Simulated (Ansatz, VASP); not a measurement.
# ScAl3: VASP beside Ansatz

```
CELL_PARAMETERS angstrom
2.82892 -4.08442 0.00000
2.82892 4.08442 0.00000
-0.11964 0.00000 2.82639
ATOMIC_POSITIONS crystal
Sc 0.50000 0.50000 0.00000
Al 0.00000 0.00000 0.00000
Al 0.50000 0.00000 0.50000
Al 0.00000 0.50000 0.50000
```

Alike in both runs: task relaxation of cell and atoms; functional PBE; k mesh 4 × 4 × 6; occupations gaussian, width 0.1 eV; no spin polarisation.

|  | VASP | Ansatz |
| --- | --- | --- |
| version | VASP 6.6.1 | Ansatz 0.2.0 |
| potentials or method | VASP PAW PBE potentials, release 64 (Sc_sv, Al) | scalar-relativistic, plane waves, PAW |
| plane-wave cutoff (eV) | 600 | 420 |
| valence electrons in the cell | 20 | 20 |

|  | VASP | Ansatz | Ansatz less VASP |
| --- | --- | --- | --- |
| gap on the k mesh at the Fermi level, each at its own relaxed structure (eV) | none | none | - |
| relaxed volume (Å³/atom) | 18.07 | 18.05 | -0.014 |
| relaxed cell length with the largest relative difference (Å) | 2.968 | 2.963 | -0.0047 |
| energy change over the relaxation (meV/atom) | -61 | -60 | +0.6 |

A gap of «none» marks a metal or a gap that the smearing closes.

Caveats: the k mesh is coarse (spacing up to 0.37 Å⁻¹), so the values aren't converged.
